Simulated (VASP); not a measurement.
Crystal: Si.

```
Si
1.0
     4.12095    0.00000    0.00000
    -2.06047    3.56885    0.00000
     0.00000    0.00000    2.65479
Si
2
Cartesian
  0.0000 2.3792 1.3274
  2.0605 1.1896 1.3274
```

The cell was built by a generator and needn't be a form met in nature.

* Program: VASP 6.6.1
* Task: relaxation of cell and atoms
* Functional: PBE
* Dispersion: D4
* Potentials or basis: VASP PAW PBE potentials, release 64 (Si)
* Cutoff: 600 eV
* k mesh: 8 × 8 × 10
* Occupations: fermi-dirac, width 0.05 eV
* Spin: no spin polarisation

At the start: pressure -2.8 GPa; volume 19.52 Å³/atom.

**Question.** Where does the relaxation end?

**Answer.** Over 6 steps the energy falls by 5.8 meV/atom and the volume is 18.89 Å³/atom (-3.2 %); space group P6/mmm (No. 191, to 0.05 Å).

Step by step:
| step | energy change (eV) | largest force (eV/Å) | pressure (GPa) | volume (Å³) |
| --- | --- | --- | --- | --- |
| 1 | 0.0000 | 0.0005 | -2.77 | 39.04 |
| 2 | -0.0090 | 0.0004 | 1.45 | 37.17 |
| 3 | -0.0116 | 0.0001 | 0.02 | 37.75 |
| 4 | -0.0116 | 0.0001 | -0.04 | 37.78 |
| 5 | -0.0116 | 0.0001 | -0.05 | 37.78 |
| 6 | -0.0116 | 0.0001 | -0.05 | 37.78 |

Final structure:
```
CELL_PARAMETERS angstrom
4.07992 0.00004 0.00000
-2.03992 3.53334 0.00000
0.00000 0.00000 2.62078
ATOMIC_POSITIONS crystal
Si 0.33333 0.66667 0.50000
Si 0.66667 0.33333 0.50000
```

Caveat: pairwise dispersion overbinds metals, which lowers pressure and volume.
